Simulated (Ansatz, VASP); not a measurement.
**Two plane-wave programs on TiAl**

Contents of INCAR:

```
PREC = Accurate ; ENCUT = 520
EDIFF = 1E-6 ; ISMEAR = 0
SIGMA = 0.1 ; LREAL = F
LASPH = T ; NELM = 100
ALGO = Normal ; ISIF = 2
LWAVE = F ; LCHARG = F
GGA = PS ; NBANDS = 14
```

Contents of KPOINTS:

```
regular mesh
0
Gamma
  16 16 10
```

The input POSCAR:

```
TiAl
1.0
    2.7946360629      0.0000000000      0.0000000000
    0.0000000000      2.7946360629      0.0000000000
    0.0000000000      0.0000000000      4.1017542216
Ti Al
1 1
Direct
    0.5000000000      0.5000000000      0.5000000000
    0.0000000000      0.0000000000      0.0000000000
```

Input for Ansatz:

```yaml
crystal:
  lattice:
    - [2.7946360629, 0.0, 0.0]
    - [0.0, 2.7946360629, 0.0]
    - [0.0, 0.0, 4.1017542216]
  atoms:
    - { symbol: Ti, position: [0.5, 0.5, 0.5] }
    - { symbol: Al, position: [0.0, 0.0, 0.0] }
basis:
  ecutwfc: 420
kpoints:
  mp_grid: { grid: [16, 16, 10] }
hamiltonian:
  xc: pbesol
scf:
  occupations: { method: gaussian, width: 0.1 }
output:
  forces: true
  stress: true
  eigenvalues: true
```

Change from the starting cell: strain along c alone, the other axes held, atoms relaxed: +1.5 %.

Alike in both runs: task single point; functional PBEsol; k mesh 16 × 16 × 10; occupations gaussian, width 0.1 eV; no spin polarisation.

|  | VASP | Ansatz |
| --- | --- | --- |
| version | VASP 6.6.1 | Ansatz 0.2.0 |
| potentials or method | VASP PAW PBE potentials, release 64 (Ti_sv, Al) | scalar-relativistic, plane waves, PAW |
| plane-wave cutoff (eV) | 520 | 420 |
| valence electrons in the cell | 15 | 15 |

```csv
,VASP,Ansatz,Ansatz less VASP
gap on the k mesh at the Fermi level (eV),none,none,-
pressure (GPa),-1.7,-1.8,-0.07
largest component of the traceless stress (GPa),0.99,1.01,+0.029
```

A gap of «none» marks a metal or a gap that the smearing closes.

Caveats: the PAW data sets were made with another functional, which shifts forces and pressure a little (VASP).
